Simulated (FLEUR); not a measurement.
**Sn: equation of state with PBE**

Crystal: Sn.

```
Sn
1.0
     0.00000    3.23334    3.23334
     3.23334    0.00000    3.23334
     3.23334    3.23334    0.00000
Sn
2
Direct
  0.75000 0.75000 0.75000
  0.50000 0.50000 0.50000
```

This isn't the form of Sn at room conditions, which is tetragonal (white tin).

- Program: FLEUR MaX-R8.1 (later development tree)
- Task: equation of state
- Functional: PBE
- Potentials or basis: all-electron
- Basis: FLAPW
- Kmax: 4.12 1/bohr
- k mesh: 7 × 7 × 7
- Occupations: fermi-dirac, width 0.05 eV
- Spin: no spin polarisation

| Quantity | Value |
| --- | --- |
| Equilibrium volume | 36.87 Å³/atom (rough: see the caveat) |
| Bulk modulus | 35 GPa (rough) |

Energy against volume, from the lowest point:
| volume (Å³/atom) | energy (meV/atom) |
| --- | --- |
| 31.775 | 101.11 |
| 32.451 | 71.81 |
| 33.803 | 30.02 |
| 35.155 | 6.12 |
| 35.831 | 0.00 |

Caveat: the minimum lies outside the volumes run.
